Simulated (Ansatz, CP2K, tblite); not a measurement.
## Wurtzite SiC, size series (36 atoms) in CP2K

Wanted: CP2K inputs and outputs for wurtzite SiC, size series (36 atoms), checked against a plane-wave reference.

Calculated with CP2K 2026.2; the method is named at each step.

### 1. The structure

The cell holds 36 atoms: 18 Si and 18 C. Cell: a = 9.228 Å, b = 9.228 Å, c = 5.048 Å, α = 90.0°, β = 90.0°, γ = 120.0°. It derives from SiC (wurtzite), repeated 3×3×1. Wurtzite SiC (a = 3.076 Å, c = 5.048 Å), 3 x 3 x 1 conventional cells; ideal positions. Then every atom was moved at random, 0.03 Å r.m.s. a Cartesian component.

The yardstick, on the same geometry:

| Property | Result |
| --- | --- |
| method | Kohn-Sham DFT, PBE, PAW, plane waves (Ansatz 0.2.0); cutoff 420 eV, Γ point, fermi-dirac smearing of 0.05 eV; PAW set soft_2 |
| r.m.s. force component | 0.7988 eV/Å |
| longest force | 2.096 eV/Å |
| pressure | 4.673 GPa |
| gap (highest filled to lowest empty level) | 2.143 eV |
| SCF cycles | 7 |
| time | 1.4 s on 4 threads of Arm Neoverse V2, shared host |
| CPU time | 4.7 s |

### 2. PBE, DZVP-MOLOPT-SR, 450/50 Ry, diagonalisation

Method: Kohn-Sham DFT, PBE, GTH-PBE pseudopotentials, Gaussian and plane waves, DZVP-MOLOPT-SR-GTH, diagonalisation.

The input, input.inp:

```
&GLOBAL
  PROJECT cell
  RUN_TYPE ENERGY_FORCE
  PRINT_LEVEL LOW
&END GLOBAL
&FORCE_EVAL
  METHOD QS
  STRESS_TENSOR ANALYTICAL
  &DFT
    BASIS_SET_FILE_NAME BASIS_MOLOPT
    POTENTIAL_FILE_NAME GTH_POTENTIALS
    &MGRID
      CUTOFF 450
      REL_CUTOFF 50
    &END MGRID
    &QS
      EPS_DEFAULT 1.0E-12
    &END QS
    &SCF
      SCF_GUESS ATOMIC
      EPS_SCF 1.0E-06
      MAX_SCF 200
      ADDED_MOS 14
      &DIAGONALIZATION
        ALGORITHM STANDARD
      &END DIAGONALIZATION
      &SMEAR ON
        METHOD FERMI_DIRAC
        ELECTRONIC_TEMPERATURE [K] 580
      &END SMEAR
      &MIXING
        METHOD BROYDEN_MIXING
        ALPHA 0.3
        NBROYDEN 8
      &END MIXING
      &PRINT
        &RESTART OFF
        &END RESTART
      &END PRINT
    &END SCF
    &XC
      &XC_FUNCTIONAL PBE
      &END XC_FUNCTIONAL
    &END XC
    &PRINT
      &MULLIKEN ON
      &END MULLIKEN
      &HIRSHFELD ON
        SHAPE_FUNCTION DENSITY
      &END HIRSHFELD
      &MO ON
        EIGENVALUES T
        OCCUPATION_NUMBERS T
        MO_INDEX_RANGE 61 84
        &EACH
          QS_SCF 0
        &END EACH
        ADD_LAST NUMERIC
      &END MO
    &END PRINT
  &END DFT
  &SUBSYS
    &CELL
      A 9.22800 0.00000 0.00000
      B -4.61400 7.99168 0.00000
      C 0.00000 0.00000 5.04800
    &END CELL
    &COORD
      Si 9.21753 0.01143 0.02792
      C 0.00600 1.75529 0.60596
      Si 0.04799 1.76840 2.52718
      C 4.56911 7.97098 3.09760
      Si -1.52525 2.65556 5.02251
      C -1.52133 4.44993 0.64710
      Si -1.48986 4.38759 2.52092
      C 7.66727 2.67434 3.17272
      Si 6.13297 5.34635 5.04013
      C -3.08271 7.11931 0.59496
      Si -3.10661 7.13146 2.51915
      C -3.06591 5.31463 3.14965
      Si -1.45198 7.98425 0.04114
      C 3.07583 1.83705 0.62459
      Si 3.09424 1.79429 2.50916
      C -1.57873 7.93590 3.13976
      Si 1.57517 2.65731 0.05250
      C 1.46827 4.40453 0.66442
      Si 1.58062 4.40382 2.52496
      C 1.54348 2.60113 3.17731
      Si -0.03548 5.32925 0.04573
      C 0.03599 7.12155 0.67921
      Si -0.04111 7.13377 2.53142
      C 0.00900 5.33868 3.12481
      Si 1.53854 7.96794 5.00948
      C 6.15217 1.76640 0.65266
      Si 6.17658 1.79637 2.56595
      C 6.14423 0.01622 3.14400
      Si 4.60883 2.67721 0.00752
      C 4.63712 4.47190 0.67002
      Si 4.58239 4.42252 2.56307
      C 4.61511 2.63965 3.12168
      Si 3.10619 5.29041 5.04548
      C 3.07343 7.07032 0.55361
      Si 3.04219 7.12906 2.53329
      C 3.10891 5.29369 3.10821
    &END COORD
    &KIND Si
      BASIS_SET DZVP-MOLOPT-SR-GTH-q4
      POTENTIAL GTH-PBE-q4
    &END KIND
    &KIND C
      BASIS_SET DZVP-MOLOPT-SR-GTH-q4
      POTENTIAL GTH-PBE-q4
    &END KIND
  &END SUBSYS
  &PRINT
    &FORCES ON
    &END FORCES
    &STRESS_TENSOR ON
    &END STRESS_TENSOR
  &END PRINT
&END FORCE_EVAL
```

Run with:

```bash
$ OMP_NUM_THREADS=2 cp2k.psmp -i input.inp > output.txt
```

Numbers of over 12 decimals in the logs are rounded to 6 here.

What it wrote:

```text
CP2K| version string:                                       CP2K version 2026.2
 CP2K| Input file name                                                 input.inp
 GLOBAL| Basis set file name                                        BASIS_MOLOPT
 GLOBAL| Potential file name                                      GTH_POTENTIALS
 GLOBAL| Run type                                                   ENERGY_FORCE
 GLOBAL| Total number of message passing processes                             1
 GLOBAL| Number of threads for this process                                    2
 TOTAL NUMBERS AND MAXIMUM NUMBERS
  Total number of            - Atomic kinds:                                   2
                             - Atoms:                                         36
                             - Shell sets:                                    36
                             - Shells:                                       180
                             - Primitive Cartesian functions:                162
                             - Cartesian basis functions:                    504
                             - Spherical basis functions:                    468
  Maximum angular momentum of- Orbital basis functions:                        2
                             - Local part of the GTH pseudopotential:          2
                             - Non-local part of the GTH pseudopotential:      2
 SCF PARAMETERS         Density guess:                                    ATOMIC
                        max_scf:                                             200
                        eps_scf:                                        1.00E-06
                        added MOs                                        14    0
                        Mixing method:                            BROYDEN_MIXING
                                                charge density mixing in g-space
                        Smear method:                                FERMI_DIRAC
                        Electronic temperature [K]:                        580.0
                        Electronic temperature [a.u.]:                  1.84E-03
                        Accuracy threshold:                             1.00E-10
 Extrapolation method: initial_guess
 Number of electrons:                                                        144
 Number of occupied orbitals:                                                 72
 Number of molecular orbitals:                                                86
 Number of orbital functions:                                                468
 Number of independent orbital functions:                                    468
 SCF WAVEFUNCTION OPTIMIZATION
  Step     Update method      Time    Convergence         Total energy    Change
     1 NoMix/Diag. 0.30E+00    2.5     1.46859456      -175.5216646650 -1.76E+02
     2 Broy./Diag. 0.30E+00    4.5     0.11461918      -166.7935864714  8.73E+00
     3 Broy./Diag. 0.30E+00    4.5     0.06814889      -172.1334217206 -5.34E+00
     4 Broy./Diag. 0.30E+00    4.5     0.00696680      -173.7014900241 -1.57E+00
[...]
12 Broy./Diag. 0.30E+00    4.5     0.00000126      -173.5614272215 -1.14E-04
    13 Broy./Diag. 0.30E+00    4.5     0.00000041      -173.5614621075 -3.49E-05
  *** SCF run converged in    13 steps ***
  Electronic density on regular grids:       -143.9999999999        0.0000000001
  Core density on regular grids:              143.9999999998       -0.0000000002
  Total charge density on r-space grids:       -0.0000000001
  Total charge density g-space grids:          -0.0000000001
  Overlap energy of the core charge distribution:               6.33659e-08
  Self energy of the core charge distribution:               -424.674006
  Core Hamiltonian energy:                                    116.705786
  Hartree energy:                                             189.414320
  Exchange-correlation energy:                                -55.007562
  Electronic entropic energy:                                  -6.693e-11
  Fermi energy:                                                 0.344916
  Total energy:                                              -173.561462
  Total energy (extrapolated to T->0):                       -173.561462
 MO| EIGENVALUES AND OCCUPATION NUMBERS
 MO|
 MO|  Index      Eigenvalue [a.u.]        Eigenvalue [eV]             Occupation
 MO|     61               0.243221               6.618392               2.000000
 MO|     62               0.250189               6.807984               2.000000
 MO|     63               0.253951               6.910347               2.000000
[...]
MO|     83               0.484632              13.187506               0.000000
 MO|     84               0.485291              13.205434               0.000000
 MO| Sum:                                                             144.000000
 MO| E(Fermi):            0.344916 a.u.          9.385632 eV
 !-----------------------------------------------------------------------------!
                     Mulliken Population Analysis
 #  Atom  Element  Kind  Atomic population                           Net charge
       1     Si       1          3.574227                              0.425773
       2     C        2          4.429562                             -0.429562
       3     Si       1          3.567888                              0.432112
[...]
35     Si       1          3.555313                              0.444687
      36     C        2          4.436395                             -0.436395
 # Total charge                            144.000000                  0.000000
 !-----------------------------------------------------------------------------!
 !-----------------------------------------------------------------------------!
                           Hirshfeld Charges
  #Atom  Element  Kind  Ref Charge     Population                    Net charge
      1       Si     1       4.000          3.690                         0.310
      2       C      2       4.000          4.313                        -0.313
      3       Si     1       4.000          3.681                         0.319
[...]
35       Si     1       4.000          3.674                         0.326
     36       C      2       4.000          4.312                        -0.312
  Total Charge                                                           -0.000
 !-----------------------------------------------------------------------------!
 ENERGY| Total FORCE_EVAL ( QS ) energy [hartree]           -173.561473
 FORCES| Atomic forces [hartree/bohr]
 FORCES|   Atom     x               y               z               |f|
 FORCES|      1  4.63380268E-03 -1.18104415E-02 -1.32159149E-02   1.83199089E-02
 FORCES|      2 -5.84604577E-05  1.32728989E-02  9.82423525E-04   1.33093358E-02
 FORCES|      3 -2.99030907E-02 -6.29538938E-03  5.86024722E-03   3.11154183E-02
[...]
FORCES|     35  4.01173746E-03 -2.09771354E-02 -1.04579382E-02   2.37803011E-02
 FORCES|     36 -2.56771185E-02  1.29979177E-02  1.08355223E-02   3.07517287E-02
 FORCES| Sum     1.92561381E-05 -3.59601359E-05  6.71322996E-05
 FORCES| Total atomic force                                       7.85536497E-05
 STRESS| Analytical stress tensor [bar]
 STRESS|                        x                   y                   z
 STRESS|      x        1.25202545449E+05   5.18712903603E+01   4.30094295508E+03
 STRESS|      y        5.18712903603E+01   9.95474266337E+04   1.80595671604E+03
 STRESS|      z        4.30094295508E+03   1.80595671604E+03  -1.12338855456E+05
 STRESS| 1/3 Trace                                             3.74703722088E+04
```

It took 72 s on 2 threads of Arm Neoverse V2, shared host; peak memory 0.9 GiB; 2.3 min of CPU time.

Banners, paths, timers and routine set-up lines are dropped from the logs unmarked, and long logs keep their key lines alone; longer cuts are marked.

Against the reference:

- r.m.s. force component: 0.8036 eV/Å
- r.m.s. difference of force components: 13.36 meV/Å
- longest difference of force vectors: 37.69 meV/Å
- force difference over r.m.s. force: 1.672 %
- slope of forces against the reference's: 1.006
- correlation of force components: 0.9999
- gap (highest filled to lowest empty level): 2.2 eV
- gap difference: 0.0566 eV
- pressure: 3.747 GPa
- pressure difference: -0.9258 GPa

Length of the force difference by element (eV/Å):

| element | atoms | mean | most |
| --- | --- | --- | --- |
| C | 18 | 0.020 | 0.032 |
| Si | 18 | 0.022 | 0.038 |

Levels nearest the highest filled one (eV from it): -1.65, -1.46, -1.36, -1.10, -1.06, -0.95, -0.88, -0.85, -0.82, -0.08, -0.02, 0.00, 2.20, 2.34, 3.15, 3.27, 3.36, 3.41, 3.44, 3.47, 4.74, 4.84, 4.92, 4.93.

Local excerpt of 9 atoms (numbers count through the whole input) about Si13, which bears the longest force; x, y, z are measured from there.

| atom | x | y | z | distance (Å) | bonds | Hirshfeld charge (e) | Fx | Fy | Fz (eV/Å) |
| --- | --- | --- | --- | --- | --- | --- | --- | --- | --- |
| Si13 | 0.00 | 0.00 | 0.00 | 0.00 | 4 | 0.33 | -2.03 | 0.58 | -0.24 |
| C22 | 1.49 | -0.86 | 0.64 | 1.83 | 4 | -0.32 | -0.07 | -0.36 | -1.36 |
| C10 | -1.63 | -0.86 | 0.55 | 1.93 | 4 | -0.31 | 0.75 | 0.23 | 0.10 |
| C14 | -0.09 | 1.84 | 0.58 | 1.94 | 4 | -0.32 | 0.93 | -1.46 | -0.14 |
| C16 | -0.13 | -0.05 | -1.95 | 1.95 | 4 | -0.31 | 0.72 | 1.78 | -0.06 |
| Si23 | 1.41 | -0.85 | 2.49 | 2.99 | 4 | 0.31 | 0.81 | -0.93 | 0.73 |
| Si25 | 2.99 | -0.02 | -0.08 | 2.99 | 4 | 0.31 | 0.37 | 0.57 | 1.36 |
| Si21 | 1.42 | -2.65 | 0.00 | 3.01 | 4 | 0.31 | 0.69 | 0.07 | -0.33 |
| Si23 | 1.41 | -0.85 | -2.56 | 3.04 | 4 | 0.31 | 0.81 | -0.93 | 0.73 |

Forces lie 1.7 % from the reference's, at 29 times its CPU time (on 2 against 4 cores).

### 3. PBE, DZVP-MOLOPT-SR, 630/50 Ry, diagonalisation

Method: Kohn-Sham DFT, PBE, GTH-PBE pseudopotentials, Gaussian and plane waves, DZVP-MOLOPT-SR-GTH, diagonalisation.

input.inp, as its differences from that of step 2:

```diff
@@ -12,4 +12,5 @@
     &MGRID
-      CUTOFF 450
+      CUTOFF 630
       REL_CUTOFF 50
+      NGRIDS 5
     &END MGRID
```

What it wrote:

```text
CP2K| version string:                                       CP2K version 2026.2
 CP2K| Input file name                                                 input.inp
 GLOBAL| Basis set file name                                        BASIS_MOLOPT
 GLOBAL| Potential file name                                      GTH_POTENTIALS
 GLOBAL| Run type                                                   ENERGY_FORCE
 GLOBAL| Total number of message passing processes                             1
 GLOBAL| Number of threads for this process                                    2
[... lines left out ...]
                        Smear method:                                FERMI_DIRAC
[... lines left out ...]
 Number of electrons:                                                        144
[... lines left out ...]
  Step     Update method      Time    Convergence         Total energy    Change
[... lines left out ...]
  *** SCF run converged in    13 steps ***
[... lines left out ...]
  Fermi energy:                                                 0.344916
  Total energy:                                              -173.561459
  Total energy (extrapolated to T->0):                       -173.561459
[... lines left out ...]
 MO| E(Fermi):            0.344916 a.u.          9.385632 eV
[... lines left out ...]
     36       C      2       4.000          4.312                        -0.312
  Total Charge                                                           -0.000
 !-----------------------------------------------------------------------------!
 ENERGY| Total FORCE_EVAL ( QS ) energy [hartree]           -173.561470
 FORCES| Atomic forces [hartree/bohr]
 FORCES|   Atom     x               y               z               |f|
 FORCES|      1  4.63370130E-03 -1.18104960E-02 -1.32160166E-02   1.83199918E-02
 FORCES|      2 -6.06353295E-05  1.32921662E-02  9.89248060E-04   1.33290649E-02
 FORCES|      3 -2.99032186E-02 -6.29537239E-03  5.86025601E-03   3.11155394E-02
[...]
FORCES|     35  4.01173606E-03 -2.09769574E-02 -1.04580639E-02   2.37801991E-02
 FORCES|     36 -2.56781686E-02  1.29839441E-02  1.08204853E-02   3.07414061E-02
 FORCES| Sum    -2.39411164E-07  1.79333829E-07  1.12232415E-05
 FORCES| Total atomic force                                       1.12272271E-05
 STRESS| Analytical stress tensor [bar]
 STRESS|                        x                   y                   z
 STRESS|      x        1.25202733014E+05   5.29769152011E+01   4.30085942597E+03
 STRESS|      y        5.29769152011E+01   9.95476641295E+04   1.80590806515E+03
 STRESS|      z        4.30085942597E+03   1.80590806515E+03  -1.12339691451E+05
 STRESS| 1/3 Trace                                             3.74702352309E+04
```

Run time: 78 s. Hardware: 2 threads; peak memory 1.3 GiB.

Numbers from this run, and their distance from the reference:

```yaml
r_m_s_force_component: 0.8037 eV/Å
r_m_s_difference_of_force_components: 13.39 meV/Å
longest_difference_of_force_vectors: 37.69 meV/Å
force_difference_over_r_m_s_force: 1.676 %
slope_of_forces_against_the_reference_s: 1.006
correlation_of_force_components: 0.9999
spacing_of_highest_filled_and_lowest_empty_level: 2.2 eV
gap_difference: 0.0566 eV
pressure: 3.747 GPa
pressure_difference: -0.9258 GPa
energy_less_the_same_level_run_s: 0.0023 meV/atom
r_m_s_force_difference_from_the_same_level_run: 0.357 meV/Å
```

Against the first run (1.7 %), the force difference from the reference is 1.7 %, at 1.1 times the CPU time: the change moves forces by 0.36 meV/Å r.m.s., so most of the difference comes from elsewhere.

### 4. PBE, SZV-MOLOPT-SR, 450/50 Ry, diagonalisation

Method: Kohn-Sham DFT, PBE, GTH-PBE pseudopotentials, Gaussian and plane waves, SZV-MOLOPT-SR-GTH, diagonalisation.

input.inp, as its differences from that of step 3:

```diff
@@ -12,5 +12,4 @@
     &MGRID
-      CUTOFF 630
+      CUTOFF 450
       REL_CUTOFF 50
-      NGRIDS 5
     &END MGRID
@@ -72,3 +71,3 @@
     &KIND Si
-      BASIS_SET DZVP-MOLOPT-SR-GTH-q4
+      BASIS_SET SZV-MOLOPT-SR-GTH-q4
       POTENTIAL GTH-PBE-q4
@@ -76,3 +75,3 @@
     &KIND C
-      BASIS_SET DZVP-MOLOPT-SR-GTH-q4
+      BASIS_SET SZV-MOLOPT-SR-GTH-q4
       POTENTIAL GTH-PBE-q4
```

Run with:

```bash
$ OMP_NUM_THREADS=1 cp2k.psmp -i input.inp > output.txt
```

What it wrote:

```text
CP2K| version string:                                       CP2K version 2026.2
 CP2K| Input file name                                                 input.inp
 GLOBAL| Basis set file name                                        BASIS_MOLOPT
 GLOBAL| Potential file name                                      GTH_POTENTIALS
[... lines left out ...]
 Number of electrons:                                                        144
[... lines left out ...]
  Step     Update method      Time    Convergence         Total energy    Change
[... lines left out ...]
  *** SCF run converged in    13 steps ***
[... lines left out ...]
  Fermi energy:                                                 0.524867
  Total energy:                                              -171.729756
  Total energy (extrapolated to T->0):                       -171.729756
[... lines left out ...]
 MO| E(Fermi):            0.524867 a.u.         14.282359 eV
[... lines left out ...]
 ENERGY| Total FORCE_EVAL ( QS ) energy [hartree]           -171.729752
[... lines left out ...]
 FORCES|      1  5.77274384E-03 -1.48031487E-02 -2.68237528E-02   3.11764574E-02
 FORCES|      2  1.18848879E-03  1.90615201E-02  4.00656246E-03   1.95142665E-02
 FORCES|      3 -4.50288084E-02 -3.95519446E-03  7.15306341E-03   4.57646530E-02
[...]
FORCES|     35  1.42477332E-03 -3.32315426E-02 -1.86673830E-02   3.81423202E-02
 FORCES|     36 -3.01228236E-02  2.10390974E-02  1.56169609E-02   3.99238974E-02
 FORCES| Sum     4.79328634E-06 -6.09009004E-06  5.97358781E-05
 FORCES| Total atomic force                                       6.02365331E-05
 STRESS| Analytical stress tensor [bar]
 STRESS|                        x                   y                   z
 STRESS|      x        3.46830494472E+05   1.98448225567E+02   8.01170274416E+03
 STRESS|      y        1.98448225567E+02   3.06399918432E+05   3.53592107385E+03
 STRESS|      z        8.01170274416E+03   3.53592107385E+03   1.46344779056E+04
 STRESS| 1/3 Trace                                             2.22621630270E+05
```

Elapsed: 72 s, on 1 thread; peak memory 0.84 GiB.

Numbers from this run, and their distance from the reference:

* r.m.s. force component: 1.091 eV/Å
* r.m.s. difference of force components: 327.1 meV/Å
* longest difference of force vectors: 1028 meV/Å
* force difference over r.m.s. force: 40.95 %
* slope of forces against the reference's: 1.349
* correlation of force components: 0.9875
* gap (highest filled to lowest empty level): 5.843 eV
* gap difference: 3.7 eV
* pressure: 22.26 GPa
* pressure difference: 17.59 GPa

This is a coarse setting, run to see what it loses.

Against the first run (1.7 %), the force difference from the reference is 41 %, at 0.52 times the CPU time (on 1 against 2 cores), with 144 basis functions against 468: the smaller basis costs accuracy.

(Part 1 of 5 ends here.)

[Also dropped from logs without a mark: logging warnings of Python, and SIESTA's first energy breakdown and zero terms.]

[Logs are printed without paths, hosts, clocks, repeated set-up lines and the standing remarks that a program may print on its own settings, such as how far it seeks lower states.]

[Hosts, paths, dates, database ids (printed as entryN), source tags and the programs' standing remarks are cut or masked in the printed files.]
